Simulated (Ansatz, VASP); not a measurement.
One calculation of FeO (Wuestite), two programs

```xyz
2
Lattice="0.0000 2.1554 2.1554 2.1554 0.0000 2.1554 2.1554 2.1554 0.0000" Properties=species:S:1:pos:R:3 pbc="T T T"
Fe    0.0000    0.0000    0.0000
O     2.1554    2.1554    2.1554
```

Alike in both runs: task relaxation of cell and atoms; functional RPBE; k mesh 8 × 8 × 8; occupations fermi-dirac, width 0.05 eV; collinear spin, ferromagnetic start.

|  | VASP | Ansatz |
| --- | --- | --- |
| version | VASP 6.6.1 | Ansatz 0.2.0 |
| potentials or method | VASP PAW PBE potentials, release 64 (Fe, O) | Ansatz PAW |
| plane-wave cutoff (eV) | 600 | 420 |
| valence electrons in the cell | 14 | 22 |

Ansatz gave:

* gap on the k mesh at the Fermi level, each at its own relaxed structure (eV): none
* net moment per atom (μB): 2.00
* size of the moment on the site where the two differ most (μB): 3.47
* relaxed volume (Å³/atom): 10.32
* relaxed cell length with the largest relative difference (Å): 3.079
* energy change over the relaxation (meV/atom): -5

Task: Estimate VASP's values.

Result: gap on the k mesh at the Fermi level, each at its own relaxed structure (eV): none; net moment per atom (μB): 2.00; size of the moment on the site where the two differ most (μB): 3.63; relaxed volume (Å³/atom): 10.31; relaxed cell length with the largest relative difference (Å): 3.078; energy change over the relaxation (meV/atom): -5.

Site moments also hang on the region over which each program counts them. A gap of «none» marks a metal or a gap that the smearing closes. The two sets of potentials don't hold the same shells in valence.

Caveats: a cell with one magnetic atom can't hold antiferromagnetic order, which such compounds often take; semilocal functionals often make such compounds metallic where correlation or magnetic order opens a gap, which also shifts bond lengths; the PAW data sets were made with another functional, which shifts forces and pressure a little (VASP); the plane-wave basis is chosen anew once the cell has moved, so the energies of steps on either side of that aren't comparable (Ansatz); the pressure holds a Pulay correction of +0.6 GPa for the finite cutoff (Ansatz); the PAW data sets come from PBE, with cores solved anew for the run's functional, which leaves a small shift of forces and pressure (Ansatz). RPBE and its kin give volumes clearly too large for solids. With open d or f shells a metallic result of RPBE can be an artefact of self-interaction; +U or a hybrid may open a gap.
